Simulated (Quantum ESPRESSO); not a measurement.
# Ag (Fm-3m) in Quantum ESPRESSO: notebook

One crystal, Ag, is run at these levels: PBE, LDA, PBEsol; tasks: single point, band structure.

Everything below comes from runs of Quantum ESPRESSO 7.5. Logs are shortened: lines on timing, memory, paths and dates and some standing lists are left out, and cuts for length are marked.

## 1. The structure

It takes space group Fm-3m (No. 225, cubic). Conventional cell: a = 4.085 Å, b = 4.085 Å, c = 4.085 Å, α = 90.00°, β = 90.00°, γ = 90.00°. Ag (site symmetry m-3m) is surrounded by 12 Ag at 2.89 Å.

## 2. Single point, PBE, 15.71 Å³/atom

Contents of pw.in:

```
&CONTROL
  calculation = 'scf'
  prefix = 'pwscf'
  outdir = './tmp'
  pseudo_dir = './pseudo'
  tprnfor = .true.
  tstress = .true.
  disk_io = 'nowf'
/
&SYSTEM
  ibrav = 0
  nat = 1
  ntyp = 1
  ecutwfc = 60
  nbnd = 16
  occupations = 'smearing'
  smearing = 'fd'
  degauss = 0.00367493
/
&ELECTRONS
  conv_thr = 2d-10
  electron_maxstep = 120
  mixing_beta = 0.5
/
ATOMIC_SPECIES
Ag   107.8682 Ag_ONCV_PBE-1.0.oncvpsp.upf
CELL_PARAMETERS angstrom
   0.0000000000    1.9610400000    2.0427500000
   1.9610400000    0.0000000000    2.0427500000
   1.9610400000    1.9610400000    0.0000000000
ATOMIC_POSITIONS crystal
Ag     0.0000000000    0.0000000000    0.0000000000
K_POINTS automatic
11 11 11 0 0 0
```

Potentials or basis: SSSP 1.3 efficiency PBE.

Started as:

```console
$ OMP_NUM_THREADS=1 pw.x -in pw.in > pw.out
```

pw.out:

```text
This program is part of the open-source Quantum ESPRESSO suite
     for quantum simulation of materials; please cite
[... 9 lines left out ...]
     --------------------
     sticks:   dense  smooth     PW     G-vecs:    dense   smooth      PW
     Sum         467     467    151                 6615     6615    1251

     Using Slab Decomposition

     bravais-lattice index     =            0
     lattice parameter (alat)  =       5.3511  a.u.
     unit-cell volume          =     106.0266 (a.u.)^3
     number of atoms/cell      =            1
     number of atomic types    =            1
     number of electrons       =        19.00
     number of Kohn-Sham states=           16
     kinetic-energy cutoff     =      60.0000  Ry
     charge density cutoff     =     240.0000  Ry
     scf convergence threshold =      2.0E-10
     mixing beta               =       0.5000
     number of iterations used =            8  plain     mixing
     Exchange-correlation= PBE
                           (   1   4   3   4   0   0   0)

     celldm(1)=   5.351131  celldm(2)=   0.000000  celldm(3)=   0.000000
     celldm(4)=   0.000000  celldm(5)=   0.000000  celldm(6)=   0.000000

     crystal axes: (cart. coord. in units of alat)
               a(1) = (   0.000000   0.692532   0.721387 )
               a(2) = (   0.692532   0.000000   0.721387 )
               a(3) = (   0.692532   0.692532   0.000000 )

     reciprocal axes: (cart. coord. in units 2 pi/alat)
               b(1) = ( -0.721988  0.721988  0.693109 )
               b(2) = (  0.721988 -0.721988  0.693109 )
               b(3) = (  0.721988  0.721988 -0.693109 )

     PseudoPot. # 1 for Ag read from file:
     Ag_ONCV_PBE-1.0.oncvpsp.upf
     Pseudo is Norm-conserving, Zval = 19.0
     Generated using ONCVPSP code by D. R. Hamann
     Using radial grid of 1398 points,  6 beta functions with:
                l(1) =   0
                l(2) =   0
                l(3) =   1
                l(4) =   1
                l(5) =   2
                l(6) =   2

     atomic species   valence    mass     pseudopotential
     Ag               19.00   107.86820     Ag( 1.00)

     16 Sym. Ops., with inversion, found

   Cartesian axes

     site n.     atom                  positions (alat units)
         1        Ag     tau(   1) = (   0.0000000   0.0000000   0.0000000  )

     number of k points=   126  Fermi-Dirac smearing, width (Ry)=  0.0037

     Number of k-points >= 100: set verbosity='high' to print them.

     Dense  grid:     6615 G-vectors     FFT dimensions: (  27,  27,  25)

     Initial potential from superposition of free atoms

     starting charge      18.9997, renormalised to      19.0000
     Starting wfcs are   10 randomized atomic wfcs +    6 random wfcs

     Self-consistent Calculation

     iteration #  1     ecut=    60.00 Ry     beta= 0.50
     Davidson diagonalization with overlap
     ethr =  1.00E-02,  avg # of iterations =  4.6

     Threshold (ethr) on eigenvalues was too large:
     Diagonalizing with lowered threshold

     Davidson diagonalization with overlap
     ethr =  8.09E-05,  avg # of iterations =  2.7

     total energy              =    -287.31929826 Ry
     estimated scf accuracy    <       0.01541617 Ry

     iteration #  2     ecut=    60.00 Ry     beta= 0.50
     Davidson diagonalization with overlap
     ethr =  8.11E-05,  avg # of iterations =  2.1

     total energy              =    -287.32260992 Ry
     estimated scf accuracy    <       0.00095707 Ry

     iteration #  3     ecut=    60.00 Ry     beta= 0.50
     Davidson diagonalization with overlap
     ethr =  5.04E-06,  avg # of iterations =  2.2

     total energy              =    -287.32268957 Ry
     estimated scf accuracy    <       0.00012057 Ry

     iteration #  4     ecut=    60.00 Ry     beta= 0.50
     Davidson diagonalization with overlap
     ethr =  6.35E-07,  avg # of iterations =  2.0

     total energy              =    -287.32270906 Ry
     estimated scf accuracy    <       0.00000303 Ry

     iteration #  5     ecut=    60.00 Ry     beta= 0.50
     Davidson diagonalization with overlap
     ethr =  1.60E-08,  avg # of iterations =  2.0

     total energy              =    -287.32270946 Ry
     estimated scf accuracy    <       0.00000021 Ry

     iteration #  6     ecut=    60.00 Ry     beta= 0.50
     Davidson diagonalization with overlap
     ethr =  1.11E-09,  avg # of iterations =  2.0

     total energy              =    -287.32270950 Ry
     estimated scf accuracy    <       0.00000005 Ry

     iteration #  7     ecut=    60.00 Ry     beta= 0.50
     Davidson diagonalization with overlap
     ethr =  2.53E-10,  avg # of iterations =  2.0

     total energy              =    -287.32270951 Ry
     estimated scf accuracy    <          1.4E-09 Ry

     iteration #  8     ecut=    60.00 Ry     beta= 0.50
     Davidson diagonalization with overlap
     ethr =  7.32E-12,  avg # of iterations =  1.7

     total energy              =    -287.32270951 Ry
     estimated scf accuracy    <          2.2E-10 Ry

     iteration #  9     ecut=    60.00 Ry     beta= 0.50
     Davidson diagonalization with overlap
     ethr =  1.14E-12,  avg # of iterations =  2.0

     End of self-consistent calculation

     Number of k-points >= 100: set verbosity='high' to print the bands.

     the Fermi energy is    20.1668 ev

!    total energy              =    -287.32270951 Ry
     estimated scf accuracy    <          1.8E-13 Ry
     smearing contrib. (-TS)   =      -0.00012221 Ry
     internal energy E=F+TS    =    -287.32258731 Ry

     The total energy is F=E-TS. E is the sum of the following terms:
     one-electron contribution =    -101.21350112 Ry
     hartree contribution      =      61.34007460 Ry
     xc contribution           =     -27.15928850 Ry
     ewald contribution        =    -220.28987228 Ry

     convergence has been achieved in   9 iterations

     Forces acting on atoms (cartesian axes, Ry/au):

     atom    1 type  1   force =     0.00000000    0.00000000    0.00000000

     Total force =     0.000000     Total SCF correction =     0.000000

     Computing stress (Cartesian axis) and pressure

          total   stress  (Ry/bohr**3)                   (kbar)     P=      161.99
   0.00116124  -0.00000000  -0.00000000          170.82       -0.00       -0.00
  -0.00000000   0.00116124   0.00000000           -0.00      170.82        0.00
   0.00000000   0.00000000   0.00098118            0.00        0.00      144.34

=------------------------------------------------------------------------------=
   JOB DONE.
=------------------------------------------------------------------------------=
```

Wall time 26 s (1 thread of Arm Neoverse V1, shared host); peak memory 0.05 GiB.

Results:

```yaml
Free_energy: -3909.2246 eV
Pressure: 16.2 GPa
Band_gap_on_the_k_mesh: none (metal or under the smearing width)
```

## 3. Single point, PBE, 16.37 Å³/atom

Edit pw.in of step 2 so:

```diff
@@ -7,3 +7,3 @@
   tstress = .true.
-  disk_io = 'nowf'
+  disk_io = 'low'
 /
@@ -27,5 +27,5 @@
 CELL_PARAMETERS angstrom
-   0.0000000000    1.9610400000    2.0427500000
-   1.9610400000    0.0000000000    2.0427500000
-   1.9610400000    1.9610400000    0.0000000000
+   0.0000000000    2.0018950000    2.0427500000
+   2.0018950000    0.0000000000    2.0427500000
+   2.0018950000    2.0018950000    0.0000000000
 ATOMIC_POSITIONS crystal
```

Contents of pp_density.in:

```
&INPUTPP
  prefix = 'pwscf'
  outdir = './tmp'
  filplot = 'density.dat'
  plot_num = 0
/
&PLOT
  nfile = 1
  filepp(1) = 'density.dat'
  iflag = 3
  output_format = 6
  fileout = 'density.cube'
/
```

Contents of pp_potential.in:

```
&INPUTPP
  prefix = 'pwscf'
  outdir = './tmp'
  filplot = 'potential.dat'
  plot_num = 11
/
&PLOT
  nfile = 1
  filepp(1) = 'potential.dat'
  iflag = 3
  output_format = 6
  fileout = 'potential.cube'
/
```

Contents of pp_elf.in:

```
&INPUTPP
  prefix = 'pwscf'
  outdir = './tmp'
  filplot = 'elf.dat'
  plot_num = 8
/
&PLOT
  nfile = 1
  filepp(1) = 'elf.dat'
  iflag = 3
  output_format = 6
  fileout = 'elf.cube'
/
```

Potentials or basis: SSSP 1.3 efficiency PBE.

Started as:

```console
$ OMP_NUM_THREADS=1 pw.x -in pw.in > pw.out
$ OMP_NUM_THREADS=1 pp.x -in pp_density.in > pp_density.out
$ OMP_NUM_THREADS=1 pp.x -in pp_potential.in > pp_potential.out
$ OMP_NUM_THREADS=1 pp.x -in pp_elf.in > pp_elf.out
```

Wall time 28 s (1 thread of Arm Neoverse V1, shared host); peak memory 0.05 GiB.

The run converged. Its results:

* Free energy: -3909.2792 eV
* Pressure: 9.5 GPa
* Band gap on the k mesh: none (metal or under the smearing width)

## 4. Band structure, LDA

Contents of pw.in:

```
&CONTROL
  calculation = 'scf'
  prefix = 'pwscf'
  outdir = './tmp'
  pseudo_dir = './pseudo'
  tprnfor = .true.
  tstress = .true.
  disk_io = 'low'
/
&SYSTEM
  ibrav = 0
  nat = 1
  ntyp = 1
  ecutwfc = 70
  nbnd = 16
  input_dft = 'pz'
  occupations = 'smearing'
  smearing = 'fd'
  degauss = 0.00367493
/
&ELECTRONS
  conv_thr = 2d-10
  electron_maxstep = 120
  mixing_beta = 0.5
/
ATOMIC_SPECIES
Ag   107.8682 Ag_ONCV_PBE-1.2.upf
CELL_PARAMETERS angstrom
   0.0000000000    2.0427500000    2.0427500000
   2.0427500000    0.0000000000    2.0427500000
   2.0427500000    2.0427500000    0.0000000000
ATOMIC_POSITIONS angstrom
Ag     0.0000000000    0.0000000000    0.0000000000
K_POINTS automatic
11 11 11 0 0 0
```

Contents of bands.in:

```
&CONTROL
  calculation = 'bands'
  prefix = 'pwscf'
  outdir = './tmp'
  pseudo_dir = './pseudo'
  disk_io = 'low'
  verbosity = 'high'
/
&SYSTEM
  ibrav = 0
  nat = 1
  ntyp = 1
  ecutwfc = 70
  nbnd = 16
  input_dft = 'pz'
  occupations = 'smearing'
  smearing = 'fd'
  degauss = 0.00367493
/
&ELECTRONS
  conv_thr = 1d-08
  electron_maxstep = 120
  mixing_beta = 0.5
  diago_full_acc = .true.
  startingwfc = 'random'
/
ATOMIC_SPECIES
Ag   107.8682 Ag_ONCV_PBE-1.2.upf
CELL_PARAMETERS angstrom
   0.0000000000    2.0427500000    2.0427500000
   2.0427500000    0.0000000000    2.0427500000
   2.0427500000    2.0427500000    0.0000000000
ATOMIC_POSITIONS angstrom
Ag     0.0000000000    0.0000000000    0.0000000000
K_POINTS crystal
60
 0.0000000000  0.0000000000  0.0000000000 1
 0.0625000000  0.0000000000  0.0625000000 1
 0.1250000000  0.0000000000  0.1250000000 1
 0.1875000000  0.0000000000  0.1875000000 1
 0.2500000000  0.0000000000  0.2500000000 1
 0.3125000000  0.0000000000  0.3125000000 1
 0.3750000000  0.0000000000  0.3750000000 1
 0.4375000000  0.0000000000  0.4375000000 1
 0.5000000000  0.0000000000  0.5000000000 1
 0.5000000000  0.0625000000  0.5625000000 1
 0.5000000000  0.1250000000  0.6250000000 1
 0.5000000000  0.1875000000  0.6875000000 1
 0.5000000000  0.2500000000  0.7500000000 1
 0.4375000000  0.3125000000  0.7500000000 1
 0.3750000000  0.3750000000  0.7500000000 1
 0.3375000000  0.3375000000  0.6750000000 1
 0.3000000000  0.3000000000  0.6000000000 1
 0.2625000000  0.2625000000  0.5250000000 1
 0.2250000000  0.2250000000  0.4500000000 1
 0.1875000000  0.1875000000  0.3750000000 1
 0.1500000000  0.1500000000  0.3000000000 1
 0.1125000000  0.1125000000  0.2250000000 1
 0.0750000000  0.0750000000  0.1500000000 1
 0.0375000000  0.0375000000  0.0750000000 1
 0.0000000000  0.0000000000  0.0000000000 1
 0.0625000000  0.0625000000  0.0625000000 1
 0.1250000000  0.1250000000  0.1250000000 1
 0.1875000000  0.1875000000  0.1875000000 1
 0.2500000000  0.2500000000  0.2500000000 1
 0.3125000000  0.3125000000  0.3125000000 1
 0.3750000000  0.3750000000  0.3750000000 1
 0.4375000000  0.4375000000  0.4375000000 1
 0.5000000000  0.5000000000  0.5000000000 1
 0.5250000000  0.4500000000  0.5250000000 1
 0.5500000000  0.4000000000  0.5500000000 1
 0.5750000000  0.3500000000  0.5750000000 1
 0.6000000000  0.3000000000  0.6000000000 1
 0.6250000000  0.2500000000  0.6250000000 1
 0.5833333333  0.2500000000  0.6666666667 1
 0.5416666667  0.2500000000  0.7083333333 1
 0.5000000000  0.2500000000  0.7500000000 1
 0.5000000000  0.2857142857  0.7142857143 1
 0.5000000000  0.3214285714  0.6785714286 1
 0.5000000000  0.3571428571  0.6428571429 1
 0.5000000000  0.3928571429  0.6071428571 1
 0.5000000000  0.4285714286  0.5714285714 1
 0.5000000000  0.4642857143  0.5357142857 1
 0.5000000000  0.5000000000  0.5000000000 1
 0.4821428571  0.4821428571  0.5357142857 1
 0.4642857143  0.4642857143  0.5714285714 1
 0.4464285714  0.4464285714  0.6071428571 1
 0.4285714286  0.4285714286  0.6428571429 1
 0.4107142857  0.4107142857  0.6785714286 1
 0.3928571429  0.3928571429  0.7142857143 1
 0.3750000000  0.3750000000  0.7500000000 1
 0.6250000000  0.2500000000  0.6250000000 1
 0.5937500000  0.1875000000  0.5937500000 1
 0.5625000000  0.1250000000  0.5625000000 1
 0.5312500000  0.0625000000  0.5312500000 1
 0.5000000000  0.0000000000  0.5000000000 1
```

Potentials or basis: SG15 PBE 1.2.

Started as:

```console
$ OMP_NUM_THREADS=1 pw.x -in pw.in > pw.out
$ OMP_NUM_THREADS=1 pw.x -in bands.in > bands.out
```

Run time: 24 s. Hardware: 1 thread of Arm Neoverse V1, shared host; peak memory 0.09 GiB.

It converged, with:

```
Free energy            : -3908.9257 eV
Pressure               : -8.7 GPa
Band gap on the k mesh : none (metal or under the smearing width)
```

Levels at the corners of the path, in eV from the Fermi level:
```tsv
point	band 6	band 7	band 8	band 9	band 10	band 11	band 12	band 13
Γ	-4.92	-4.92	-4.92	-3.85	-3.85	16.07	19.47	19.47
X	-6.45	-3.07	-2.83	-2.83	1.30	6.46	10.37	10.37
W	-5.21	-5.21	-3.85	-2.83	5.71	5.71	6.60	8.05
K	-5.72	-4.20	-3.63	-3.12	4.05	4.96	6.90	12.48
Γ	-4.92	-4.92	-4.92	-3.85	-3.85	16.07	19.47	19.47
L	-4.94	-4.94	-3.04	-3.04	-0.67	3.33	15.28	17.58
U	-5.72	-4.20	-3.63	-3.12	4.05	4.96	6.90	12.48
W	-5.21	-5.21	-3.85	-2.83	5.71	5.71	6.60	8.05
L	-4.94	-4.94	-3.04	-3.04	-0.67	3.33	15.28	17.58
K	-5.72	-4.20	-3.63	-3.12	4.05	4.96	6.90	12.48
U	-5.72	-4.20	-3.63	-3.12	4.05	4.96	6.90	12.48
X	-6.45	-3.07	-2.83	-2.83	1.30	6.46	10.37	10.37
```

Caveat: the potentials were made for another functional, which shifts forces and pressure.

## 5. Band structure, PBEsol

Edit pw.in of step 4 so:

```diff
@@ -15,3 +15,3 @@
   nbnd = 16
-  input_dft = 'pz'
+  input_dft = 'pbesol'
   occupations = 'smearing'
```

Edit bands.in of step 4 so:

```diff
@@ -14,3 +14,3 @@
   nbnd = 16
-  input_dft = 'pz'
+  input_dft = 'pbesol'
   occupations = 'smearing'
```

Potentials or basis: SG15 PBE 1.2.

Started as:

```console
$ OMP_NUM_THREADS=1 pw.x -in pw.in > pw.out
$ OMP_NUM_THREADS=1 pw.x -in bands.in > bands.out
```

pw.out:

```text
This program is part of the open-source Quantum ESPRESSO suite
     for quantum simulation of materials; please cite
         "P. Giannozzi et al., J. Phys.:Condens. Matter 21 395502 (2009);
         "P. Giannozzi et al., J. Phys.:Condens. Matter 29 465901 (2017);
         "P. Giannozzi et al., J. Chem. Phys. 152 154105 (2020);
     in publications or presentations arising from this work. More details at

     IMPORTANT: XC functional enforced from input :
     Exchange-correlation= PBESOL
                           (   1   4  10   8   0   0   0)
     Any further DFT definition will be discarded
     Please, verify this is what you really want

     Message from routine setup:
     using ibrav=0 with symmetry is DISCOURAGED, use correct ibrav instead

     G-vector sticks info
     --------------------
     sticks:   dense  smooth     PW     G-vecs:    dense   smooth      PW
     Sum         583     583    187                 9185     9185    1639

[... 177 lines left out ...]
     ethr =  1.18E-12,  avg # of iterations =  2.0

     End of self-consistent calculation

          k = 0.0000 0.0000 0.0000 (  1139 PWs)   bands (ev):

   -74.3287 -37.5751 -37.5751 -37.5751   9.9388  13.0374  13.0374  13.0374
    14.0911  14.0911  34.0134  37.5146  37.5146  37.5146  42.2188  43.0842
[... 273 lines left out ...]
   -74.3061 -37.6898 -37.6810 -37.6356  12.1405  12.5502  12.9749  14.1097
    15.0401  23.1104  23.2971  25.0771  26.9908  39.0264  41.4998  42.8381

     the Fermi energy is    17.9983 ev

!    total energy              =    -287.38654258 Ry
     estimated scf accuracy    <          2.2E-12 Ry
     smearing contrib. (-TS)   =      -0.00019313 Ry
     internal energy E=F+TS    =    -287.38634945 Ry

     The total energy is F=E-TS. E is the sum of the following terms:
     one-electron contribution =    -110.88995218 Ry
     hartree contribution      =      64.72462645 Ry
     xc contribution           =     -26.83849197 Ry
     ewald contribution        =    -214.38253174 Ry

     convergence has been achieved in   8 iterations

     Forces acting on atoms (cartesian axes, Ry/au):

     atom    1 type  1   force =     0.00000000    0.00000000    0.00000000

     Total force =     0.000000     Total SCF correction =     0.000000

     Computing stress (Cartesian axis) and pressure

          total   stress  (Ry/bohr**3)                   (kbar)     P=      -32.66
  -0.00022204  -0.00000000   0.00000000          -32.66       -0.00        0.00
  -0.00000000  -0.00022204  -0.00000000           -0.00      -32.66       -0.00
   0.00000000  -0.00000000  -0.00022204            0.00       -0.00      -32.66

=------------------------------------------------------------------------------=
   JOB DONE.
=------------------------------------------------------------------------------=
```

bands.out:

```text
This program is part of the open-source Quantum ESPRESSO suite
     for quantum simulation of materials; please cite
         "P. Giannozzi et al., J. Phys.:Condens. Matter 21 395502 (2009);
         "P. Giannozzi et al., J. Phys.:Condens. Matter 29 465901 (2017);
         "P. Giannozzi et al., J. Chem. Phys. 152 154105 (2020);
     in publications or presentations arising from this work. More details at

[... 839 lines left out ...]

          k = 0.0000 0.5303-0.0000 (  1142 PWs)   bands (ev):
[... 266 lines left out ...]
   -74.3059 -37.7312 -37.6383 -37.6383  11.3746  11.5204  14.8644  15.1018
    15.1018  19.3278  24.4955  28.4445  28.4445  34.8834  34.9883  47.8883

=------------------------------------------------------------------------------=
   JOB DONE.
=------------------------------------------------------------------------------=
```

It took 26 s on 1 thread of Arm Neoverse V1, shared host; peak memory 0.09 GiB.

What came out:

```
Free energy            : -3910.0931 eV
Pressure               : -3.3 GPa
Band gap on the k mesh : none (metal or under the smearing width)
```

Levels at the corners of the path, in eV from the Fermi level:
```csv
point,band 7,band 8,band 9,band 10,band 11,band 12
Γ,-4.96,-4.96,-3.91,-3.91,16.02,19.52
X,-3.13,-2.90,-2.90,1.33,6.50,10.45
W,-5.25,-3.90,-2.90,5.72,5.72,6.73
K,-4.25,-3.69,-3.18,4.05,5.01,6.91
Γ,-4.96,-4.96,-3.91,-3.91,16.02,19.52
L,-4.98,-3.10,-3.10,-0.67,3.37,15.20
U,-4.25,-3.69,-3.18,4.05,5.01,6.91
W,-5.25,-3.90,-2.90,5.72,5.72,6.73
L,-4.98,-3.10,-3.10,-0.67,3.37,15.20
K,-4.25,-3.69,-3.18,4.05,5.01,6.91
U,-4.25,-3.69,-3.18,4.05,5.01,6.91
X,-3.13,-2.90,-2.90,1.33,6.50,10.45
```

Caveat: the potentials were made for another functional, which shifts forces and pressure.

(Continued in part 2 of 2.)
